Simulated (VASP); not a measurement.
# RbBr (I-4m2) in VASP: notebook

Aim: see how the results for RbBr move with the level of theory and the settings. Levels: HSE06, PBE. Tasks: single point.

Everything below comes from runs of VASP 6.6.1. Logs are shortened: lines on timing, memory, paths and dates and some standing lists are left out, and cuts for length are marked.

### Step 1. The cell of the first run

The structure is tetragonal, space group I-4m2 (No. 119). Conventional cell: a = 5.472 Å, b = 5.472 Å, c = 8.186 Å, α = 90.00°, β = 90.00°, γ = 90.00°. Around Rb (site symmetry -4m2) lie 4 Br at 3.42 Å. Br (site symmetry -4m2) has 4 Rb at 3.42 Å as nearest neighbours.

The cell was built by a generator and needn't be a form met in nature.

### Step 2. Single point, HSE06 (uniaxial_z strain +5.8%)

Input file POSCAR:

```
RbBr
1.0
    0.0000000000      3.8694967701      4.0927667337
    3.8694967701      0.0000000000      4.0927667337
    3.8694967701      3.8694967701      0.0000000000
Rb Br
1 1
Direct
    0.0000000000      0.0000000000      0.0000000000
    0.2500000000      0.2500000000      0.2500000000
```

Input file INCAR.step1:

```
SYSTEM = RbBr
ALGO = Normal ; EDIFF = 1E-5
ENCUT = 520 ; GGA = PE
ISIF = 2 ; ISMEAR = 0
LASPH = .True. ; LCHARG = .False.
LREAL = .False. ; LWAVE = .True.
NBANDS = 15 ; NELM = 100
PREC = Accurate ; SIGMA = 0.01
```

Input file INCAR.step2:

```
SYSTEM = RbBr
ALGO = Normal ; EDIFF = 1E-6
ENCUT = 520 ; GGA = PE
HFSCREEN = 0.2079 ; ISIF = 2
ISMEAR = 0 ; ISTART = 1
LASPH = .True. ; LCHARG = .False.
LHFCALC = .True. ; LREAL = .False.
LWAVE = .False. ; NBANDS = 15
NELM = 100 ; PREC = Accurate
PRECFOCK = Normal ; SIGMA = 0.01
```

Input file KPOINTS:

```
k-points
0
Gamma
  4 4 4
  0 0 0
```

Potentials or basis: VASP PAW PBE potentials, release 64 (Rb_sv, Br).

Run with:

```sh
$ cat potpaw_PBE.64/Rb_sv/POTCAR potpaw_PBE.64/Br/POTCAR > POTCAR
$ cp INCAR.step1 INCAR
$ mpirun -np 1 vasp_std > vasp.out
$ cp INCAR.step2 INCAR
$ mpirun -np 1 vasp_std > vasp.out
```

OUTCAR:

```text
SYSTEM = RbBr
   EDIFF = 1E-6
   ENCUT = 520
   GGA = PE
   HFSCREEN = 0.2079
   ISIF = 2
   ISMEAR = 0
   ISTART = 1
   LASPH = .True.
   LHFCALC = .True.
   LREAL = .False.
   NELM = 100
   PREC = Accurate
   PRECFOCK = Normal

 ion  position               nearest neighbor table
   1  0.000  0.000  0.000-   2 3.42   2 3.42   2 3.42   2 3.42
   2  0.250  0.250  0.250-   1 3.42   1 3.42   1 3.42   1 3.42

  LATTYP: Found a body centered tetragonal cell.
 ALAT       =     5.4722948118
 C/A-ratio  =     1.4958136849

  Lattice vectors:

 A1 = (  -3.8694967701,   0.0000000000,   4.0927667337)
 A2 = (   3.8694967701,   0.0000000000,   4.0927667337)
 A3 = (   0.0000000000,   3.8694967701,  -4.0927667337)

Analysis of symmetry for initial positions (statically):
=====================================================================
 Subroutine PRICEL returns:
 Original cell was already a primitive cell.

 Routine SETGRP: Setting up the symmetry group for a
 body centered tetragonal supercell.

 Subroutine GETGRP returns: Found  8 space group operations
 (whereof  8 operations were pure point group operations)
 out of a pool of 16 trial point group operations.

The static configuration has the point symmetry D_2d.

Analysis of symmetry for dynamics (positions and initial velocities):
=====================================================================
 Subroutine PRICEL returns:
 Original cell was already a primitive cell.

 Routine SETGRP: Setting up the symmetry group for a
 body centered tetragonal supercell.

 Subroutine GETGRP returns: Found  8 space group operations
 (whereof  8 operations were pure point group operations)
 out of a pool of 16 trial point group operations.

The dynamic configuration has the point symmetry D_2d.

 Subroutine INISYM returns: Found  8 space group operations
 (whereof  8 operations are pure point group operations),
 and found     1 'primitive' translations

----------------------------------------------------------------------------------------

                                     Primitive cell

  volume of cell :     122.5620

  direct lattice vectors                    reciprocal lattice vectors
     0.000000000  3.869496770  4.092766734    -0.129215769  0.129215769  0.122166747
     3.869496770  0.000000000  4.092766734     0.129215769 -0.129215769  0.122166747
     3.869496770  3.869496770  0.000000000     0.129215769  0.129215769 -0.122166747

  length of vectors
     5.632383580  5.632383580  5.472294812     0.219813885  0.219813885  0.219813885

  position of ions in fractional coordinates (direct lattice)
     0.000000000  0.000000000  0.000000000
     0.250000000  0.250000000  0.250000000

  ion indices of the primitive-cell ions
   primitive index   ion index
                 1           1
                 2           2

----------------------------------------------------------------------------------------

 KPOINTS: k-points

Automatic generation of k-mesh.
 Grid dimensions read from file:
 generate k-points for:    4    4    4

 Generating k-lattice:

  Cartesian coordinates                     Fractional coordinates (reciprocal lattice)
    -0.032303942  0.032303942  0.030541687     0.250000000  0.000000000  0.000000000
     0.032303942 -0.032303942  0.030541687     0.000000000  0.250000000  0.000000000
     0.032303942  0.032303942 -0.030541687     0.000000000  0.000000000  0.250000000

  Length of vectors
     0.054953471  0.054953471  0.054953471

  Shift w.r.t. Gamma in fractional coordinates (k-lattice)
     0.000000000  0.000000000  0.000000000

 Subroutine IBZKPT returns following result:
 ===========================================

 Found     13 irreducible k-points:

 Following reciprocal coordinates:
            Coordinates               Weight
  0.000000  0.000000  0.000000      1.000000
  0.250000 -0.000000  0.000000      8.000000
  0.500000 -0.000000  0.000000      4.000000
  0.250000  0.250000  0.000000      2.000000
  0.500000  0.250000  0.000000      8.000000
 -0.250000  0.250000  0.000000      4.000000
  0.500000  0.500000  0.000000      1.000000
  0.250000  0.000000  0.250000      4.000000
  0.500000 -0.000000  0.250000     16.000000
 -0.250000  0.000000  0.250000      8.000000
 -0.250000  0.500000  0.250000      4.000000
  0.500000  0.000000  0.500000      2.000000
 -0.250000  0.250000  0.500000      2.000000
   k-points           NKPTS =     13   k-points in BZ     NKDIM =     64   number of bands    NBANDS=     15
   number of dos      NEDOS =    301   number of ions     NIONS =      2
   total plane-waves  NPLWV =  74088
   dimension x,y,z NGX =    42 NGY =   42 NGZ =   42
   dimension x,y,z NGXF=    84 NGYF=   84 NGZF=   84
   ions per type =               1   1
   NGX,Y,Z   is equivalent  to a cutoff of  12.40, 12.40, 12.76 a.u.
   NGXF,Y,Z  is equivalent  to a cutoff of  24.79, 24.79, 25.52 a.u.
 SYSTEM =  RbBr
   PREC   = accura    normal or accurate (medium, high low for compatibility)
   ISTART =      1    job   : 0-new  1-cont  2-samecut
   ICHARG =      0    charge: 1-file 2-atom 10-const
   ISPIN  =      1    spin polarized calculation?
   LNONCOLLINEAR =      F non collinear calculations
   LSORBIT =      F    spin-orbit coupling
   LASPH  =      T    aspherical Exc in radial PAW
   ENCUT  =  520.0 eV  38.22 Ry    6.18 a.u.  10.47 10.47 10.17*2*pi/ulx,y,z
   NELM   =    100;   NELMIN=  2; NELMDL=  0     # of ELM steps
   EDIFF  = 0.1E-05   stopping-criterion for ELM
   LREAL  =      F    real-space projection
   EDIFFG = 0.1E-04   stopping-criterion for IOM
   NSW    =      0    number of steps for IOM
   IBRION =     -1    ionic relax: 0-MD 1-quasi-New 2-CG
   NFREE  =      0    steps in history (QN), initial steepest desc. (CG)
   ISIF   =      2    stress and relaxation
   ISYM   =      3    0-nonsym 1-usesym 2-fastsym
   POTIM  = 0.5000    time-step for ionic-motion
   TEBEG  =    0.0;   TEEND  =   0.0 temperature during run
   PSTRESS=    0.0 pullay stress
   NELECT =      16.0000    total number of electrons
   NUPDOWN=      -1.0000    fix difference up-down
   EMIN   =  10.00;   EMAX   =-10.00  energy-range for DOS
   EFERMI =   0.00;   METHOD = LEGACY
   ISMEAR =     0;   SIGMA  =   0.01  broadening in eV -4-tet -1-fermi 0-gaus
   EFERMI_NEDOS =   21; number of points for ismear=-14 and -15
   IALGO  =     38    algorithm
   IMIX   =      1    mixing-type and parameters
     AMIX     =   0.40;   BMIX     =  1.00
     AMIX_MAG =   1.60;   BMIX_MAG =  1.00
  volume/ion in A,a.u.               =      61.28       413.54
  Fermi-wavevector in a.u.,A,eV,Ry     =   0.830481  1.569381  9.383912  0.689698
  Thomas-Fermi vector in A             =   1.943205
   LORBIT       =      0    0 simple, 1 ext, 2 COOP (PROOUT), +10 PAW based schemes
   GGA     = PE    functional components
   LHFCALC =     T    Hartree Fock is set to
   PRECFOCK=normal    Normal, Fast or Accurate (Low or Medium for compatibility)
   ENCUT4O =  -1.0   cutoff for four orbital integrals eV
   NKREDX  =     1    reduce k-point grid by
   NKREDY  =     1    reduce k-point grid by
   NKREDZ  =     1    reduce k-point grid by
   AEXX    =    0.2500 exact exchange contribution
   HFSCREEN=    0.2079 screening length (either q_TF or 0.3 A-1)
   HFSCREENC=   0.2079 screening length for correlation (either q_TF or 0.3 A-1)
   ENCUTFOCK=  -1.0 apply spherical cutoff to Coloumb kernel
   IVDW    =     0    specifies the selected vdW correction
   LEPSILON=     F    determine dielectric tensor
   LRPA    =     F    only Hartree local field effects (RPA)
 non-spin polarized calculation
 Gauss-broadening in eV      SIGMA  =   0.01
  energy-cutoff  :      520.00
  volume of cell :      122.56
 maximum number of plane-waves:      3320
 NGX is ok and might be reduce to    42
  NGX = 32; NGY = 32; NGZ = 32

 number of electron      16.0000001 magnetization

 Free energy of the ion-electron system (eV)
  ---------------------------------------------------
  ext. energy  EPLUGINS =         0.00000000
  ---------------------------------------------------
  free energy    TOTEN  =        -6.86784731 eV

  energy without entropy =       -6.86784731  energy(sigma->0) =       -6.86784731

 E-fermi :  -3.8860     XC(G=0):  -4.7123

 val. band max:       -4.0289692457   @ k =   0.5000   0.5000   0.0000
 cond. band min:       1.0353223414   @ k =   0.0000   0.0000   0.0000
 fundamental gap:      5.0642915870
 Fermi energy:        -3.8859753918

 k-point     1 :       0.0000    0.0000    0.0000
  band No.  band energies     occupation
      1     -30.4677      2.00000
      2     -16.8919      2.00000
      3     -13.4045      2.00000
      4     -13.4045      2.00000
      5     -13.3973      2.00000
      6      -4.1262      2.00000
      7      -4.1045      2.00000
      8      -4.1045      2.00000
      9       1.0353      0.00000
     10       5.1164      0.00000
     11       5.5086      0.00000
     12       5.9725      0.00000
     13       6.2718      0.00000
     14       6.2718      0.00000
     15       6.9221      0.00000

 k-point     2 :       0.2500   -0.0000    0.0000
  band No.  band energies     occupation
      1     -30.4669      2.00000
      2     -16.9094      2.00000
      3     -13.4089      2.00000
      4     -13.4074      2.00000
      5     -13.3798      2.00000
      6      -4.2298      2.00000
      7      -4.1061      2.00000
      8      -4.0813      2.00000
      9       1.8119      0.00000
     10       4.7787      0.00000
     11       5.0294      0.00000
     12       5.1399      0.00000
     13       6.1312      0.00000
     14       6.6955      0.00000
     15       6.7074      0.00000
[... 167 lines left out ...]
      3     -13.4354      2.00000
      4     -13.4201      2.00000
      5     -13.3329      2.00000
      6      -4.3841      2.00000
      7      -4.0681      2.00000
      8      -4.0546      2.00000
      9       2.9237      0.00000
     10       3.7396      0.00000
     11       5.4311      0.00000
     12       6.0012      0.00000
     13       6.0110      0.00000
     14       6.2194      0.00000
     15       6.6958      0.00000

 k-point    13 :      -0.2500    0.2500    0.5000
  band No.  band energies     occupation
      1     -30.4653      2.00000
      2     -16.9349      2.00000
      3     -13.4427      2.00000
      4     -13.4203      2.00000
      5     -13.3257      2.00000
      6      -4.2783      2.00000
      7      -4.1654      2.00000
      8      -4.0684      2.00000
      9       3.0370      0.00000
     10       3.7362      0.00000
     11       5.3401      0.00000
     12       5.3827      0.00000
     13       5.9948      0.00000
     14       6.2674      0.00000
     15       7.1573      0.00000

------------------------ aborting loop because EDIFF is reached ----------------------------------------

  FORCE on cell =-STRESS in cart. coord.  units (eV):
  Direction    XX          YY          ZZ          XY          YZ          ZX
  --------------------------------------------------------------------------------------
  -------------------------------------------------------------------------------------
  Total       -0.2538092     -0.2538092     -0.3289764      0.0000000     -0.0000000      0.0000000
  in kB       -3.3178901     -3.3178901     -4.3005047      0.0000000     -0.0000000      0.0000000
  external PRESSURE =      -3.6454283 kB  Pullay stress =       0.0000000 kB

 VOLUME and BASIS-vectors are now :
 -----------------------------------------------------------------------------
  energy-cutoff  :      520.00
  volume of cell :      122.56
      direct lattice vectors                 reciprocal lattice vectors
     0.000000000  3.869496770  4.092766734    -0.129215769  0.129215769  0.122166747
     3.869496770  0.000000000  4.092766734     0.129215769 -0.129215769  0.122166747
     3.869496770  3.869496770  0.000000000     0.129215769  0.129215769 -0.122166747

 POSITION                                       TOTAL-FORCE (eV/Angst)
 -----------------------------------------------------------------------------------
      0.00000      0.00000      0.00000        -0.000000      0.000000      0.000000
      1.93475      1.93475      2.04638         0.000000     -0.000000     -0.000000
 -----------------------------------------------------------------------------------
    total drift:                               -0.000002      0.000001     -0.000000

  FREE ENERGIE OF THE ION-ELECTRON SYSTEM (eV)
  ---------------------------------------------------
  free  energy   TOTEN  =        -6.8678473059 eV

  energy  without entropy=       -6.8678473059  energy(sigma->0) =       -6.86784731
```

Wall time 13 min (1 thread of Intel Xeon Platinum 8488C (Sapphire Rapids), shared host); peak memory 0.38 GiB.

Results:

```
Free energy            : -6.8678 eV
Pressure               : -0.4 GPa
Band gap on the k mesh : 5.06 eV, indirect (least direct gap 5.14 eV)
```

Stress tensor (GPa, compression positive):
```
-0.33  0.00  0.00
 0.00 -0.33  0.00
 0.00  0.00 -0.43
```

Caveat: the PAW data sets were made with another functional, which shifts forces and pressure a little.

### Step 3. Single point, PBE (epitaxial_xy strain +1.4%)

Input file INCAR:

```
SYSTEM = RbBr
PREC = Accurate
ENCUT = 520
EDIFF = 1E-6
ISMEAR = -1
SIGMA = 0.02
LREAL = .False.
LASPH = .True.
NELM = 100
ALGO = Fast
ISIF = 2
LWAVE = .False.
LCHARG = .False.
GGA = PE
NBANDS = 15
```

Input file KPOINTS:

```
regular mesh
0
Gamma
  6 6 6
  0 0 0
```

Input file POSCAR:

```
RbBr
1.0
    0.0000000000      3.9248305739      3.7571620154
    3.9248305739      0.0000000000      3.7571620154
    3.9248305739      3.9248305739      0.0000000000
Rb Br
1 1
Direct
    0.0000000000      0.0000000000      0.0000000000
    0.2500000000      0.2500000000      0.2500000000
```

Potentials or basis: VASP PAW PBE potentials, release 64 (Rb_sv, Br).

Run with:

```sh
$ cat potpaw_PBE.64/Rb_sv/POTCAR potpaw_PBE.64/Br/POTCAR > POTCAR
$ mpirun -np 1 vasp_std > vasp.out
```

Run time: 55 s. Hardware: 1 thread of Intel Xeon Platinum 8488C (Sapphire Rapids), shared host; peak memory 0.26 GiB.

It converged, with:

| Quantity | Value |
| --- | --- |
| Free energy | -5.9273 eV |
| Pressure | 0.2 GPa |
| Band gap on the k mesh | 4.06 eV, indirect (least direct gap 4.15 eV) |

Levels at points of the mesh, in eV from the valence-band top:
```
           k point  band 5  band 6  band 7  band 8  band 9  band 10  band 11  band 12
(0.00, 0.00, 0.00)   -8.71   -0.10   -0.10   -0.09    4.06     8.00     8.28     9.04
(0.50, 0.00, 0.00)   -8.66   -0.31   -0.07   -0.04    6.26     6.47     7.72     7.88
(0.50, 0.50, 0.00)   -8.63   -0.39   -0.03   -0.03    5.96     6.73     8.55     9.01
(0.50, 0.00, 0.50)   -8.61   -0.41   -0.01    0.00    5.89     6.70     8.35     8.87
```

(Part 1 of 2 ends here.)
